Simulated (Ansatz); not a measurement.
## Elastic constants of CoO: input and output

Theory: DFT PBEsol, scalar-relativistic, plane waves, PAW (Ansatz 0.2.0).

Launched with:
```bash
ansatz run input.yaml --threads 2 --pin off --max-ram 6144MiB --backend cpu --events-out ev --progress --plain --runs-dir out
```

Input (bare energies are in eV):
```yaml
crystal:
  lattice:
    - [3.0420120706, 0.0, 0.0]
    - [-1.5210060353, 2.6344597318, 0.0]
    - [0.0, 0.0, 5.2710553474]
  atoms:
    - { symbol: Co, position: [0.0, 0.0, 0.0101064974], spin: -2.07 }
    - { symbol: Co, position: [0.3333333333, 0.6666666667, 0.5101063364], spin: 2.07 }
    - { symbol: O, position: [0.0, 0.0, 0.3648939035], spin: 0.15 }
    - { symbol: O, position: [0.3333333333, 0.6666666667, 0.8648942626], spin: -0.15 }
basis:
  ecutwfc: 420
kpoints:
  mp_grid: { grid: [18, 18, 8] }
hamiltonian:
  xc: pbesol
scf:
  occupations: { method: gaussian, width: 0.2 }
output:
  forces: true
  stress: true
  eigenvalues: true
  populations: true
magnetization:
  spin_polarized: true
elastic:
  mode: relaxed_ion
  amplitude: 0.005
  stencil: two_point
```

From the output:
```
--- Elastic constants: 3 strain directions × 2 members + reference (group order 6) ---
  dense FFT box of the reference and of every strained cell: 24×24×36
  strains applied: 11, 33, 23; error gains: componentwise 1.00 (the most a stress slope's error grows in a printed constant), spectral 1.41 (1 for all six strains in a standard setting)
  reference relaxed by the batch: 3 steps; max|allowed force component| 9.26e-5 eV/Å at the deck's positions, 3.16e-5 at the last accepted step, 3.17e-5 by the solve of record
  largest displacement 5.1e-6 Å; the constants are those of the deck's cell at these positions:
  atoms:
    - { symbol: Co, position: [6.238777562872413e-23, -3.700743415524894e-17, 0.01010747031272358] }
    - { symbol: Co, position: [0.3333333333333333, 0.6666666666666666, 0.5101070837362363] }
    - { symbol: O, position: [-5.747887130248105e-23, -3.700743415524894e-17, 0.3648930071397009] }
    - { symbol: O, position: [0.3333333333333333, 0.6666666666666666, 0.8648934387113395] }
  C = ∂σ_k/∂η_j (tension-positive GPa; Voigt order 11 22 33 23 13 12):
       115.347    137.400    144.406     -0.000      0.000      0.000
       137.400    115.347    144.406      0.000      0.000      0.000
       144.460    144.460    249.772     -0.000      0.000      0.000
        -0.000      0.000      0.000     15.578      0.000      0.000
         0.000     -0.000      0.000      0.000     15.578     -0.000
         0.000     -0.000      0.000      0.000     -0.000    -11.026
  reference stress σ⁰ (GPa):      0.006      0.006     -0.005     -0.000     -0.000      0.000
  C* (energy form; C + prestress term) asymmetry max|C*_kj − C*_jk| = 4.350e-2 GPa — a small one proves nothing (zero by symmetry where the batch's group is 432, −43m or m−3m); a large one is finite-difference/SCF noise where every solve ...
  moduli (Voigt/Reuss/Hill, GPa): K = 148.11/122.64/135.37   G = 7.64/-435.12/-213.74   E = -1353.65   ν = 2.167
  mechanically stable: NO (min eigenvalue of sym C = -22.05 GPa)
  strain η (Voigt 11):  stress-route row diagonal C_11 = 115.35 GPa, energy-path curvature d²(F+E_count+ΔE)/dδ²/Ω₀ = 115.33 GPa
         δ    σ_11 (GPa) F (eV) n_scf n_hpsi n_pw
    -5.000e-3      -0.5648      -11305.1782879       3  427909    838   relax 6 steps, max|allowed force component| 4.81e-5 eV/Å
     5.000e-3       0.5887      -11305.1782969       3  451086    845   relax 6 steps, max|allowed force component| 1.53e-5 eV/Å
  strain η (Voigt 33):  stress-route row diagonal C_33 = 249.77 GPa, energy-path curvature d²(F+E_count+ΔE)/dδ²/Ω₀ = 249.76 GPa
         δ    σ_33 (GPa) F (eV) n_scf n_hpsi n_pw
    -5.000e-3      -1.2594      -11305.1778708       2  124557    845   relax 5 steps, max|allowed force component| 3.45e-5 eV/Å
     5.000e-3       1.2383      -11305.1779074       3  173481    846   relax 5 steps, max|allowed force component| 2.40e-6 eV/Å
  strain η (Voigt 23):  stress-route row diagonal C_44 = 15.58 GPa, energy-path curvature d²(F+E_count+ΔE)/dδ²/Ω₀ = 15.74 GPa
         δ    σ_23 (GPa) F (eV) n_scf n_hpsi n_pw
    -5.000e-3      -0.0779      -11305.1786429       3  439049    845   relax 7 steps, max|allowed force component| 1.10e-5 eV/Å
     5.000e-3       0.0779      -11305.1786429       2  323669    845   relax 6 steps, max|allowed force component| 2.18e-5 eV/Å
--- Löwdin populations: 4 sites ---
  site symbol q [e]    m [muB]
     0     Co     16.0103    -1.9977
     1     Co     16.0103     1.9977
     2      O      6.8227     0.1940
     3      O      6.8227    -0.1941
  spilling = 0.007261 (of n_electrons = 46.000000)
```

Time: 38 min on 2 threads of Oxide Virtual Turin-like Processor (Zen 5), on a shared host, peak memory 1.8 GiB.

In a metal, frequencies and elastic constants depend on the k mesh and the smearing, soft modes and shear constants most. A semilocal functional can close a gap that the real compound has.

As the tensor has a negative eigenvalue, the Reuss and Hill moduli of a polycrystal, and E and ν formed from them, have no physical meaning here.

This wurtzite form isn't the usual stable structure of the compound.